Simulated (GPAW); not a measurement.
BaZrO3:

```
Ba Zr O
1.0
     4.19134    0.00000    0.00000
     0.00000    4.19134    0.00000
     0.00000    0.00000    4.19134
Ba Zr O
1 1 3
Direct
  0.00000 0.00000 0.00000
  0.50000 0.50000 0.50000
  0.50000 0.50000 0.00000
  0.50000 0.00000 0.50000
  0.00000 0.50000 0.50000
```

Program: GPAW 26.7.0. Alike in all runs: no spin polarisation; cell as given; k mesh 6 × 6 × 6; cutoff (eV) 800; smearing fermi-dirac 0.05 eV.

**Question.** Order these runs on this cell by their band gap on the k mesh, lowest first.
A. level PBEsol; potentials or basis PAW data sets generated in the run's folder for this functional, pw; band path GXMGRX,MR; band points 60
B. level r2SCAN; potentials or basis GPAW PAW data sets (gpaw-data 1.2.1), pw; band path GXMGRX,MR; band points 60
C. level TB-mBJ; potentials or basis GPAW PAW data sets for LDA (gpaw-data 1.2.1), pw

**Answer.** A (3.11 eV), B (3.73 eV), C (4.15 eV).

Caveats: spin-orbit coupling is left out, which moves the levels of the heavy elements; a model potential gives levels but no total energy (some runs).

A k mesh can miss the band edges.
